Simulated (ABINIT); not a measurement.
Runs of ABINIT 10.8.3 (patched build) on BP. Symmetry: F-43m, No. 216, cubic system. Conventional cell: a = 4.538 Å, b = 4.538 Å, c = 4.538 Å, α = 90.00°, β = 90.00°, γ = 90.00°. P (site symmetry -43m) is surrounded by 4 B at 1.97 Å. B (site symmetry -43m) is surrounded by 4 P at 1.97 Å. 

| task | level | potentials or basis | cell | k mesh | cutoff (eV) | smearing | cell freedom (optcell) | optimiser (ionmov) | cutoff smearing ecutsm (Ha) | force stop (Ha/bohr) | fine-grid cutoff | mesh quality | gap on the mesh (eV) | pressure (GPa) | relaxed volume (Å³/atom) |
| --- | --- | --- | --- | --- | --- | --- | --- | --- | --- | --- | --- | --- | --- | --- | --- |
| single point | LDA | PseudoDojo NC SR LDA v0.4.1 standard | as given | 8 × 8 × 8 | 925 | fermi-dirac 0.05 eV | - | - | - | - | - | not flagged | (a) | -5.7 | - |
| single point | PBE | PseudoDojo NC SR PBE v0.5 stringent | as given | 8 × 8 × 8 | 925 | fermi-dirac 0.05 eV | - | - | - | - | - | not flagged | 1.28 | (b) | - |
| relaxation of cell and atoms | PBEsol | PseudoDojo NC SR PBEsol v0.4.1 standard | relaxed | 8 × 8 × 8 | 1034 | fermi-dirac 0.05 eV | 2 | 2 | 0.5 | 2e-05 | - | not flagged | (c) | 0.0 | 11.55 |
| single point | LDA | JTH PAW LDA v2.0 | as given | 8 × 8 × 8 | 408 | fermi-dirac 0.05 eV | - | - | - | - | 816.342 eV | not flagged | 1.22 | - | - |
| relaxation of cell and atoms | PBE | PseudoDojo NC SR PBE v0.4.1 standard | relaxed | 8 × 8 × 8 | 925 | fermi-dirac 0.05 eV | 2 | 22 | 0.5 | 2e-05 | - | not flagged | 1.29 | 0.0 | 11.76 |
| effective masses | PBEsol | PseudoDojo NC SR PBEsol v0.4.1 standard | as given | 7 × 7 × 7 | 925 | fixed | - | - | - | - | - | not flagged | - | -1.9 | - |
| dielectric tensor | PBE | PseudoDojo NC SR PBE v0.4.1 standard | as given | 4 × 4 × 4, with 4 shifts | 1034 | fixed | - | - | - | - | - | coarse | - | 1.0 | - |

Alike in all rows: no spin polarisation.

**Question.** Fill in the values left out.

**Answer.** (a) 1.23; (b) 0.9; (c) 1.16.

Caveats: some runs use coarse meshes; the masses are taken at a mesh point that needn't be the band's extremum (some runs).

A k mesh can miss the band edges.

Not every run made on this cell is shown here.
